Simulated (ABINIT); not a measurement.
# AgCl (Chlorargyrite): single point with PBE

**Experimental background.**

A printed reference work, data compilation reports, for a bulk crystal of AgCl: band gap 3.249 eV (indirect).

Crystal: AgCl (Chlorargyrite).

```
CELL_PARAMETERS angstrom
0.00000 2.73500 2.73500
2.73500 0.00000 2.73500
2.73500 2.73500 0.00000
ATOMIC_POSITIONS crystal
Ag 0.00000 0.00000 0.00000
Cl 0.50000 0.50000 0.50000
```

| Property | Result |
| --- | --- |
| Program | ABINIT 10.8.3 (patched build) |
| Task | single point |
| Functional | PBE |
| Potentials or basis | PseudoDojo NC SR PBE v0.4.1 standard |
| Cutoff | 1088 eV |
| k mesh | 6 × 6 × 6 |
| Occupations | fermi-dirac, width 0.05 eV |
| Spin | no spin polarisation |

```yaml
Pressure: 3.8 GPa
Band_gap_on_the_k_mesh: 0.91 eV, indirect (least direct gap 3.40 eV)
Valence_electrons_inside_the_program's_atomic_spheres: Ag 16.40; Cl 5.05
```

Levels at points of the mesh, in eV from the valence-band top:
| k point | band 9 | band 10 | band 11 | band 12 | band 13 | band 14 | band 15 | band 16 | band 17 |
| --- | --- | --- | --- | --- | --- | --- | --- | --- | --- |
| (0.00, 0.00, 0.00) | -2.57 | -2.57 | -2.49 | -2.49 | -2.49 | 0.91 | 10.67 | 10.67 | 10.67 |
| (0.50, 0.00, 0.00) | -2.21 | -2.21 | -1.87 | 0.00 | 0.00 | 4.12 | 6.77 | 7.53 | 7.53 |
| (0.50, 0.50, 0.00) | -2.98 | -2.36 | -2.08 | -2.08 | -1.96 | 2.31 | 7.90 | 8.78 | 11.75 |

Run time: 11 s on 4 MPI ranks on Arm Neoverse V1 (shared host), peak memory 0.32 GiB a rank.

A measured gap of AgCl is 3.249 eV (indirect; a printed reference work, data compilation); the calculated 0.91 eV misses it by -2.34 eV. So large a miss can be the level of theory's own, or it may mean another phase, state or a wrong row. Spin-orbit coupling on Ag is left out. The value is that of PBE on a finite k mesh, which can miss the band edges, without temperature or zero-point motion. Semilocal functionals fall short of measured gaps as a rule.
